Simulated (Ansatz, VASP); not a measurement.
## Cross-check of GaN between VASP and Ansatz

Wanted: the spread between two codes on one cell, functional and k mesh. Of the first pair: The cell is taken from a series of runs on this material, whose earlier steps may have relaxed, scaled, displaced or heated it; both programs get it as it stands.

Method: plane waves, with VASP 6.6.1 beside it; relaxation of cell and atoms at LDA and single point at LDA, in Ansatz 0.2.0.

### 1. Set-up

It takes space group F-43m (No. 216, cubic). The conventional cell has a = 4.455 Å, b = 4.455 Å, c = 4.455 Å, α = 90.00°, β = 90.00°, γ = 90.00°. N has 4 Ga at 1.93 Å nearest. Nearest to Ga lie 4 N at 1.93 Å. Farther neighbours and most contacts between anions are not listed.

Coordinates:

```xyz
2
Lattice="0.0000 2.2276 2.2276 2.2276 0.0000 2.2276 2.2276 2.2276 0.0000" Properties=species:S:1:pos:R:3 pbc="T T T"
N     1.1138    1.1138    1.1138
Ga    0.0000    0.0000    0.0000
```

### 2. VASP: relaxation of cell and atoms, LDA

The relaxed volume is the usual yardstick between codes: in a stiff, nearly cubic crystal its relative difference is about their pressure difference at one cell divided by the bulk modulus.

Lines of VASP's logs that name or quote its potential files are left out, and so is its time.

File INCAR:

```
SYSTEM = GaN
PREC = Accurate
ENCUT = 600
EDIFF = 1E-07
NELM = 120
ISMEAR = 0
SIGMA = 0.01
LREAL = .FALSE.
ALGO = Normal
GGA = CA
NBANDS = 15
LORBIT = 11
LWAVE = .FALSE.
LCHARG = .FALSE.
ISIF = 3
IBRION = 2
NSW = 80
EDIFFG = -0.005
LASPH = .TRUE.
GGA_COMPAT = .FALSE.
NELMIN = 4
EFERMI = MIDGAP
KPAR = 2
```

File POSCAR:

```
GaN
1.0
    0.0000000000      2.2276030000      2.2276030000
    2.2276030000      0.0000000000      2.2276030000
    2.2276030000      2.2276030000      0.0000000000
N Ga
1 1
Direct
    0.2499998878      0.2499998878      0.2499998878
    0.0000000000      0.0000000000      0.0000000000
```

File KPOINTS:

```
Automatic mesh
0
Gamma
12 12 12
0 0 0
```

The projector-augmented-wave data sets are N and Ga_d (LDA family, release 64).

On the command line:

```bash
mpirun -np 2 vasp_std
```

Numbers of over 12 decimals in the logs are rounded to 6 here.

What it wrote:

```text
[banner, memory and clock lines left out]
running    2 mpi-ranks, on    1 nodes
 distrk:  each k-point on    1 cores,    2 groups
 distr:  one band on    1 cores,    1 groups

 POSCAR found type information on POSCAR N Ga
 POSCAR found :  2 types and       2 ions
 LDA part: xc-table for (Slater(with rela. corr.)+CA(PZ))
 , standard interpolation
 POSCAR, INCAR and KPOINTS ok, starting setup
 FFT: planning ... GRIDC
 FFT: planning ... GRID_SOFT
 FFT: planning ... GRID
 WAVECAR not read
 entering main loop
       N       E                     dE             d eps       ncg     rms          rms(c)
DAV:   1     0.913214133624E+02    0.91321E+02   -0.10273E+04  2359   0.238E+03
DAV:   2    -0.920946887326E+01   -0.10053E+03   -0.93682E+02  2524   0.371E+02
DAV:   3    -0.159416000100E+02   -0.67321E+01   -0.67033E+01  2377   0.793E+01
DAV:   4    -0.160223991298E+02   -0.80799E-01   -0.80788E-01  2721   0.941E+00
DAV:   5    -0.160234530605E+02   -0.10539E-02   -0.10539E-02  2492   0.101E+00    0.761E+00
DAV:   6    -0.139997468046E+02    0.20237E+01   -0.52160E+00  3233   0.442E+01    0.266E+00
DAV:   7    -0.139722618148E+02    0.27485E-01   -0.26661E-01  2496   0.645E+00    0.168E+00
DAV:   8    -0.139474368191E+02    0.24825E-01   -0.69899E-02  2531   0.299E+00    0.693E-01
DAV:   9    -0.139441424072E+02    0.32944E-02   -0.12539E-02  2998   0.250E+00    0.198E-01
DAV:  10    -0.139442045505E+02   -0.62143E-04   -0.15760E-03  2695   0.579E-01    0.797E-02
DAV:  11    -0.139441371927E+02    0.67358E-04   -0.22325E-04  3360   0.279E-01    0.115E-02
DAV:  12    -0.139441391520E+02   -0.19593E-05   -0.17617E-05  2405   0.486E-02    0.181E-03
DAV:  13    -0.139441391174E+02    0.34568E-07   -0.63405E-07  3321   0.157E-02
   1 F= -.13944139E+02 E0= -.13944139E+02  d E =-.139441E+02
 curvature:   0.00 expect dE= 0.000E+00 dE for cont linesearch  0.000E+00
 trial: gam= 0.00000 g(F)=  0.300E-39 g(S)=  0.147E-02 ort = 0.000E+00 (trialstep = 0.100E+01)
 search vector abs. value=  0.147E-02
 bond charge predicted
       N       E                     dE             d eps       ncg     rms          rms(c)
DAV:   1    -0.139604323527E+02   -0.16293E-01   -0.19198E-01  2545   0.118E+01    0.768E-01
DAV:   2    -0.139476774851E+02    0.12755E-01   -0.17542E-02  2692   0.431E+00    0.343E-01
DAV:   3    -0.139445410655E+02    0.31364E-02   -0.28410E-03  2559   0.208E+00    0.847E-02
DAV:   4    -0.139441325436E+02    0.40852E-03   -0.40480E-04  2824   0.265E-01    0.107E-02
DAV:   5    -0.139441247765E+02    0.77671E-05   -0.12974E-05  2780   0.477E-02    0.617E-03
DAV:   6    -0.139441247036E+02    0.72921E-07   -0.12801E-07  1787   0.403E-03
   2 F= -.13944125E+02 E0= -.13944125E+02  d E =0.144138E-04
 trial-energy change:    0.000014  1 .order    0.000138   -0.001472    0.001748
 step:   0.5147(harm=  0.4571)  dis= 0.00000  next Energy=   -13.944535 (dE=-0.396E-03)
 bond charge predicted
       N       E                     dE             d eps       ncg     rms          rms(c)
DAV:   1    -0.139483626253E+02   -0.42378E-02   -0.44698E-02  2573   0.564E+00    0.375E-01
DAV:   2    -0.139453303991E+02    0.30322E-02   -0.42096E-03  2678   0.213E+00    0.166E-01
DAV:   3    -0.139446007350E+02    0.72966E-03   -0.63542E-04  2587   0.978E-01    0.422E-02
DAV:   4    -0.139445018920E+02    0.98843E-04   -0.92950E-05  2831   0.131E-01    0.392E-03
DAV:   5    -0.139445007759E+02    0.11161E-05   -0.38539E-06  2787   0.278E-02    0.282E-03
DAV:   6    -0.139445007653E+02    0.10541E-07   -0.41951E-08  1535   0.231E-03
   3 F= -.13944501E+02 E0= -.13944501E+02  d E =-.361648E-03
 curvature:  -0.23 expect dE=-0.510E-06 dE for cont linesearch -0.510E-06
 trial: gam=-0.03762 g(F)=  0.107E-40 g(S)=  0.226E-05 ort = 0.576E-04 (trialstep = 0.903E+00)
 search vector abs. value=  0.356E-08
 reached required accuracy - stopping structural energy minimisation
```

OUTCAR, selected parts (step 2):

```text
ion  position               nearest neighbor table
   1  0.250  0.250  0.250-   2 1.93   2 1.93   2 1.93   2 1.93
   2  0.000  0.000  0.000-   1 1.93   1 1.93   1 1.93   1 1.93

  LATTYP: Found a face centered cubic cell.
 ALAT       =     4.4552060000

 Subroutine GETGRP returns: Found 24 space group operations
 (whereof 24 operations were pure point group operations)

The static configuration has the point symmetry T_d .

 Found     72 irreducible k-points:

   k-points           NKPTS =     72   k-points in BZ     NKDIM =     72   number of bands    NBANDS=     15

   dimension x,y,z NGX =    28 NGY =   28 NGZ =   28
   dimension x,y,z NGXF=    56 NGYF=   56 NGZF=   56

   ENCUT  =  600.0 eV  44.10 Ry    6.64 a.u.   6.29  6.29  6.29*2*pi/ulx,y,z

   NELECT =      18.0000    total number of electrons

 k-points in reciprocal lattice and weights: Automatic mesh
   0.00000000  0.00000000  0.00000000       0.001
   0.08333333  0.00000000  0.00000000       0.005
   0.16666667  0.00000000  0.00000000       0.005
   0.25000000  0.00000000  0.00000000       0.005
   0.33333333  0.00000000  0.00000000       0.005
   0.41666667  0.00000000  0.00000000       0.005
   0.50000000  0.00000000  0.00000000       0.002
   0.08333333  0.08333333  0.00000000       0.003
   0.16666667  0.08333333  0.00000000       0.014
[...]
-0.33333333  0.50000000  0.16666667       0.007
  -0.25000000  0.50000000  0.25000000       0.003

 average (electrostatic) potential at core
       1 -61.6939       2 -64.4240

 E-fermi :   6.3289

 k-point     1 :       0.0000    0.0000    0.0000
  band No.  band energies     occupation
    ...
      5      -7.8759      2.00000
      6      -7.8759      2.00000
      7       5.3597      2.00000
      8       5.3597      2.00000
      9       5.3597      2.00000
     10       7.2981      0.00000
     11      15.6533      0.00000
     12      15.6533      0.00000
     13      15.6533      0.00000
     14      23.0633      0.00000
    ...

 k-point     2 :       0.0833    0.0000    0.0000
  band No.  band energies     occupation
    ...
      5      -7.8771      2.00000
      6      -7.8771      2.00000
      7       4.5500      2.00000
      8       5.2804      2.00000
      9       5.2804      2.00000
     10       7.9234      0.00000
     11      15.2873      0.00000
     12      15.7762      0.00000
     13      15.7762      0.00000
     14      23.0817      0.00000
    ...

 k-point     3 :       0.1667    0.0000    0.0000
  band No.  band energies     occupation
    ...
      5      -7.8777      2.00000
      6      -7.8777      2.00000
      7       3.0708      2.00000
      8       5.0739      2.00000
      9       5.0739      2.00000
     10       8.8484      0.00000
     11      14.6107      0.00000
     12      16.0247      0.00000
     13      16.0247      0.00000
     14      22.1727      0.00000
    ...

  Total        0.0055835      0.0055835      0.0055835      0.0000000      0.0000000      0.0000000
  in kB        0.4025025      0.4025025      0.4025025      0.0000000      0.0000000      0.0000000
  external PRESSURE =       0.4025025 kB  Pullay stress =       0.0000000 kB

  energy-cutoff  :      600.00
  volume of cell :       22.23
      direct lattice vectors                 reciprocal lattice vectors
     0.000000000  2.231546793  2.231546793    -0.224059832  0.224059832  0.224059832
     2.231546793  0.000000000  2.231546793     0.224059832 -0.224059832  0.224059832
     2.231546793  2.231546793  0.000000000     0.224059832  0.224059832 -0.224059832

 POSITION                                       TOTAL-FORCE (eV/Angst)
 -----------------------------------------------------------------------------------
      1.11577      1.11577      1.11577        -0.000000      0.000000      0.000000
      0.00000      0.00000      0.00000         0.000000     -0.000000     -0.000000
 -----------------------------------------------------------------------------------
    total drift:                                0.000290      0.000290      0.000290

  FREE ENERGIE OF THE ION-ELECTRON SYSTEM (eV)
  ---------------------------------------------------
  free  energy   TOTEN  =       -13.9445007653 eV

  energy  without entropy=      -13.9445007653  energy(sigma->0) =      -13.94450077

 reached required accuracy - stopping structural energy minimisation

 total charge
# of ion       s       p       d       tot
------------------------------------------
    1        1.207   2.506   0.000   3.712
    2        0.804   0.946  10.194  11.944
--------------------------------------------------
tot          2.011   3.452  10.194  15.656

[... 3 further parts left out ...]
```

CONTCAR:

```
GaN
   1.00000000000000
     0.0000000000000000    2.2315467934246960    2.2315467934246960
     2.2315467934246960    0.0000000000000000    2.2315467934246960
     2.2315467934246960    2.2315467934246960    0.0000000000000000
  N               Ga
     1     1
Direct
     0.2499998878000014    0.2499998878000014    0.2499998878000014
     0.0000000000000000    0.0000000000000000    0.0000000000000000
```

The run keeps the 24 symmetry operations of its start, so it cannot find a distortion of lower symmetry.

### 3. Ansatz: relaxation of cell and atoms, LDA

Ansatz runs on its PAW soft_1 files.

The same cell, functional (in two slightly different forms) and mesh now go to Ansatz, which takes its cutoff from its data sets.

File input.yaml:

```yaml
crystal:
  lattice:
    - [0.0, 2.227602511, 2.227602511]
    - [2.227602511, 0.0, 2.227602511]
    - [2.227602511, 2.227602511, 0.0]
  atoms:
    - { symbol: "N", position: [0.25, 0.25, 0.25] }
    - { symbol: Ga, position: [0.0, 0.0, 0.0] }
kpoints:
  mp_grid: { grid: [12, 12, 12] }
hamiltonian:
  xc: lda
  pseudopotentials: { kind: paw, azcp: { folder: soft_1 }, xc_functional: pbe }
scf:
  occupations: { method: fixed }
output:
  forces: true
  stress: true
  eigenvalues: true
relax:
  adjacent_minimum: "off"
  f_tol: 0.001
  max_steps: 60
  cell: { stress_tol: 0.01 }
```

On the command line:

```bash
ansatz run input.yaml --threads 4 --pin off --max-ram 10240MiB --backend cpu --events-out ev --progress --plain --runs-dir out
```

What it wrote:

```text
Engine: ansatz 0.2.0, x86_64-unknown-linux-gnu
Pseudopotentials: kind: paw
Pseudopotential: N, paw, valence charge 5, recommended cutoff 420 eV (normal), soft_1/N.paw.azcp
Pseudopotential: Ga, paw, valence charge 13, recommended cutoff 420 eV (normal), soft_1/Ga.paw.azcp
Functional definition: SPW92
  exchange = slater_x
  correlation = pw_c
Crystal: 2 atoms, lattice volume = 22.108 Å³
Basis set: ecut = 420 eV, 411 PW (Γ)
Bands: 13, of which v1, the nominal top of the filled ones, is band 9 counted from 1 (8 counted from 0)
Symmetry: 24 space group operations
Space group: F-43m (ITA 216), of the structure as read, at distance tolerance 2.8e-5 Å
k-points: 72 of 1728 (time reversal used)
Non-local potential: N, projectors of the file, l = 0: 2, l = 1: 2, l = 2: 1
Non-local potential: Ga, projectors of the file, l = 0: 2, l = 1: 2, l = 2: 3, l = 3: 1
PAW form: soft (Blöchl's): semilocal exchange-correlation on the pseudo side does not see the compensation charge
PAW frozen core: N, regenerated for the run's functional, and the local potential with it (the file was generated under x = pbe(κ = 0.804, μ = 0.219515), c = pbe(β = 0.066725))
PAW frozen core: Ga, regenerated for the run's functional, and the local potential with it (the file was generated under x = pbe(κ = 0.804, μ = 0.219515), c = pbe(β = 0.066725))
PAW one-centre angular grid: N, 110 points (default); XC on 64 Gauss nodes
PAW one-centre angular grid: Ga, 590 points (default); XC on 64 Gauss nodes
Initial density: superposition of atomic densities (chi_scale 0.1, normalization cell, long waves kept (reshape's long-wave potential 0.00 eV rms))
Initial wavefunctions: pseudopotential atomic-orbital guess
Functional: x = slater, c = lda
SCF iter   1: F=—  HF=-4082.731354 eV  |F-HF|=—  |Δ(HF+E_count)|=         —  Δρ=1.07e-1  dr2=2.22e0  ethr=3.10e-3  ⟨swp⟩=4.0  Hψ=4136  notcnv=0  defer=92
preconditioner: auto → none  [insulator: Δε(μ)=2.844 eV  Ē_g=19.318 eV  n_scr=8 (ndim 8)  ℏωp=33.5 eV  f_vac=0.000  ε∞_Penn≈4.0]
SCF iter   2: F=—  HF=-4082.215355 eV  |F-HF|=—  |Δ(HF+E_count)|=   5.16e-1  Δρ=5.88e-2  dr2=4.71e-1  ethr=3.10e-3  ⟨swp⟩=2.1  Hψ=2246  notcnv=0  defer=20
SCF iter   3: F=—  HF=-4082.098833 eV  |F-HF|=—  |Δ(HF+E_count)|=   1.17e-1  Δρ=1.90e-2  dr2=3.99e-2  ethr=2.62e-3  ⟨swp⟩=2.0  Hψ=1331  notcnv=0  defer=142
SCF iter   4: F=—  HF=-4082.090621 eV  |F-HF|=—  |Δ(HF+E_count)|=   8.21e-3  Δρ=7.72e-3  dr2=5.67e-3  ethr=2.22e-4  ⟨swp⟩=2.0  Hψ=1818  notcnv=0  defer=142
SCF iter   5: F=—  HF=-4082.087862 eV  |F-HF|=—  |Δ(HF+E_count)|=   2.76e-3  Δρ=8.66e-4  dr2=4.62e-5  ethr=3.15e-5  ⟨swp⟩=2.0  Hψ=1706  notcnv=0  defer=142
SCF iter   6: F=—  HF=-4082.087848 eV  |F-HF|=—  |Δ(HF+E_count)|=   1.35e-5  Δρ=1.30e-4  dr2=1.72e-6  ethr=2.56e-7  ⟨swp⟩=2.0  Hψ=1396  notcnv=0  defer=9
SCF iter   7: F=-4082.087848 eV  HF=-4082.087848 eV  |F-HF|=5.53e-9  |Δ(HF+E_count)|=   2.62e-7  Δρ=1.19e-5  dr2=1.43e-8  ethr=5.56e-10  ⟨swp⟩=4.9  Hψ=4802  notcnv=0
SCF 1 converged in 7 iterations: F = -4082.087848 eV  dr2 = 1.43e-8
  greatest PAW one-centre occupation: 0.996 electrons in one spin orbital (limit 2), on the Ga atom at site 1 (counted from 0), in its partial waves of l = 2
relax step   1: F+E_penalty+E_count = -4082.08784805 eV  Δ(F+E_penalty+E_count) = +0.000e0 eV  max|allowed force component| = 1.388e-17 eV/Å  Δτ_max = 0.0000 Å  P = -0.000 GPa  Ω = 22.108 Å³  (7 SCF iters, dr2 threshold 1.00e-7 eV, accepted)
Initial density: handed on by an earlier stage of this run
Initial wavefunctions: pseudopotential atomic-orbital guess (no wavefunctions were taken with the density)
iter 1 solved again at ethr=1.24e-8 eV; its pass at ethr=3.10e-3 eV (dr2=2.23e-6 eV) is discarded
SCF iter   1: F=—  HF=-4082.087848 eV  |F-HF|=—  |Δ(HF+E_count)|=         —  Δρ=1.19e-5  dr2=1.43e-8  ethr=1.24e-8  ⟨swp⟩=3.2  Hψ=6867  notcnv=0  defer=109
preconditioner: auto → none  [insulator: Δε(μ)=1.961 eV  Ē_g=18.927 eV  n_scr=8 (ndim 8)  ℏωp=33.5 eV  f_vac=0.000  ε∞_Penn≈4.1]
SCF iter   2: F=—  HF=-4082.087848 eV  |F-HF|=—  |Δ(HF+E_count)|=   1.69e-9  Δρ=4.25e-6  dr2=3.42e-9  ethr=7.96e-11  ⟨swp⟩=2.1  Hψ=1237  notcnv=0  defer=109
SCF iter   3: F=—  HF=-4082.087848 eV  |F-HF|=—  |Δ(HF+E_count)|=  2.58e-10  Δρ=2.80e-6  dr2=8.53e-10  ethr=1.90e-11  ⟨swp⟩=2.4  Hψ=1297  notcnv=0  defer=109
SCF iter   4: F=—  HF=-4082.087848 eV  |F-HF|=—  |Δ(HF+E_count)|=  1.04e-10  Δρ=1.88e-7  dr2=2.05e-12  ethr=4.74e-12  ⟨swp⟩=2.5  Hψ=1381  notcnv=0  defer=109
SCF iter   5: F=-4082.087848 eV  HF=-4082.087848 eV  |F-HF|=4.55e-13  |Δ(HF+E_count)|=    0.00e0  Δρ=1.09e-7  dr2=7.54e-13  ethr=1.00e-12  ⟨swp⟩=7.1  Hψ=4561  notcnv=0
SCF 2 converged in 5 iterations: F = -4082.087848 eV  dr2 = 7.54e-13
relax step   2: F+E_penalty+E_count = -4082.08784806 eV  Δ(F+E_penalty+E_count) = -3.515e-9 eV  max|allowed force component| = 1.850e-17 eV/Å  Δτ_max = 0.0000 Å  P = -0.001 GPa  Ω = 22.108 Å³  stress off target by 7.36e-4 GPa  SCF on the basis re-selected at this cell (its energy is not comparable with the rows above)  (5 SCF iters)
basis re-selected at this cell: Δ(F+E_penalty+E_count) = -3.515e-9 eV, ΔP = -0.001 GPa vs the last step (what re-selecting the basis moved, of the pressure what is left beyond the Pulay correction that the steps carried, after the strain that the cell walked since its last selection, with what the two solves' SCF thresholds leave and, on support functions, any second-order correction that the steps lacked; it is no m [...]
SCF converged after 5 iterations
Free energy (F): -4082.087848 eV
Harris-Foulkes:  -4082.087848 eV  (|F-HF|=4.55e-13)
Internal energy: -4082.087848 eV  (E = F + TS)
E sigma→0 (E₀):  -4082.087848 eV
Fermi energy:    9.805454 eV
--- Per-component energies (eV) ---
  E_band       = -4.801049
  E_kinetic    = 241.784213
  E_local      = -1390.187844  (includes V_loc(G=0)·N_el)
  E_nonlocal   = -51.791442
  E_hartree    = 883.351377
  E_xc         = -121.845963
  E_vxc        = -131.438444  (∫ρ·V_xc dr)
  E_paw        = -2039.316889  (= ΣΔE_a)
  E_vpaw       = -439.870894  (= ΣTr[D̂ρ^β])
  E_aug_tail   = 0.000639  (compensation charges beyond the density's cutoff)
  E_ewald      = -1605.890465
  E_core_change = 1.808525  (= ΣΔE_core)
  E_smearing   = -0.000000  (= −TS)
  E_closure    = -0.000000  (closes the sum)
  Σ components = -4082.087848   (vs F -4082.087848, Δ=0.00e0)
--- Forces (eV/Å), atoms counted from 1 ---
  atom   1  N     -0.00000000     0.00000000     0.00000000
  atom   2  Ga    -0.00000000     0.00000000     0.00000000
  max |Σ_I F_I| component: 3.33e-16 eV/Å
--- Stress (GPa, compression-positive) ---
       -0.000736      -0.000000      -0.000000
        0.000000      -0.000736       0.000000
       -0.000000       0.000000      -0.000736
  P = ⅓ Tr σ = -0.0007 GPa (-0.007 kbar)
--- Band table (eV; the first three rows and the last of 72) ---
  k-point 0: bands = [... 5 lower, -3.4683, 9.8055, 9.8055, 9.8055, 11.7667, 20.1474, 20.1474, 20.1474]
  k-point 1: bands = [... 5 lower, -3.4695, 8.9955, 9.7253, 9.7253, 12.3903, 19.7771, 20.2706, 20.2706]
  k-point 2: bands = [... 5 lower, -3.4701, 7.5114, 9.5173, 9.5173, 13.3165, 19.0935, 20.5188, 20.5188]
  k-point 71: bands = [... 5 lower, -1.2721, 3.8936, 5.9120, 5.9422, 15.9946, 18.3826, 20.2309, 20.8609]
--- Relaxed structure (1 steps of the walk, 1 accepted, 1 SCFs on fresh bases) ---
  F+E_penalty+E_count = -4082.08784806 eV   max|allowed force component| = 1.850e-17 eV/Å   (the final SCF, on the basis selected at the relaxed cell)
  cell:  # Å, volume = 22.1077 Å³
    - [0.0, 2.227602511, 2.227602511]
    - [2.227602511, 0.0, 2.227602511]
    - [2.227602511, 2.227602511, 0.0]
  atoms:
    - { symbol: N, position: [0.250000, 0.250000, 0.250000] }
    - { symbol: Ga, position: [0.0, 0.0, 0.0] }
```

### 4. Differences

Known differences besides the potentials themselves: the two LDA forms differ slightly; fixed occupations in Ansatz, narrow Gaussian smearing in VASP; the cutoff is 420 eV in Ansatz and 600 eV in VASP; VASP's log shows a relativistic correction to its local exchange, Ansatz's none; Ansatz adds a Pulay correction to the stress that steers its cell, VASP none. Total energies have different zeros and are not compared.

Compared:

```csv
quantity,Ansatz,VASP,difference
volume (Å³),22.11,22.23,-0.53 %
"edge a after relaxation, in the typed setting (Å)",3.150,3.156,-0.18 %
```

### 5. Ansatz: relaxation, LDA

This run makes the geometry at which the two programs are then compared.

The structure compared here is the end of the Ansatz relaxation.

input.yaml, the sections that differ from step 3:

```yaml
crystal:
  lattice:
    - [0.0, 2.2498785361, 2.227602511]
    - [2.2498785361, 0.0, 2.227602511]
    - [2.2498785361, 2.2498785361, 0.0]
  atoms:
    - { symbol: "N", position: [0.25, 0.25, 0.25] }
    - { symbol: Ga, position: [0.0, 0.0, 0.0] }
  conventional_axes: [[-1, 1, 1], [1, -1, 1], [1, 1, -1]]
relax:
  adjacent_minimum: "off"
  f_tol: 0.001
  max_steps: 60
  cell: { stress_tol: 0.01, fix: [a, b, gamma] }
# kpoints, hamiltonian, scf, output: as in step 3
```

What it wrote:

```text
[...]
Crystal: 2 atoms, lattice volume = 22.552 Å³
Basis set: ecut = 420 eV, 443 PW (Γ)
Bands: 13, of which v1, the nominal top of the filled ones, is band 9 counted from 1 (8 counted from 0)
Symmetry: 8 space group operations
[...]
k-points: 163 of 1728 (time reversal used)
[...]
k-point 162: bands = [... 5 lower, -1.6499, 3.5116, 6.7363, 6.7363, 12.8422, 16.0651, 21.5575, 23.6193]
--- Relaxed structure (4 steps of the walk, 4 accepted, 2 SCFs on fresh bases) ---
[...]
cell:  # Å, volume = 22.3015 Å³
    - [0, 2.2498785361, 2.202858]
    - [2.2498785361, 0, 2.202858]
    - [2.2498785361, 2.2498785361, 0]
  atoms:
    - { symbol: N, position: [0.250000, 0.250000, 0.250000] }
    - { symbol: Ga, position: [0, 0, 0] }
[key lines of the parts left out:]
SCF converged after 6 iterations
Free energy (F): -4082.084113 eV
Fermi energy:    9.732919 eV
P = ⅓ Tr σ = -1.7644 GPa (-17.644 kbar)
```

[end of part 1 of 2]

[Lines on the potential files, build, host, timing and source positions are cut from VASP's logs without a mark.]

[Logs are printed without paths, hosts, clocks, repeated set-up lines and the standing remarks that a program may print on its own settings, such as how far it seeks lower states.]

[Hosts, paths, dates, database ids (printed as entryN), source tags and the programs' standing remarks are cut or masked in the printed files.]
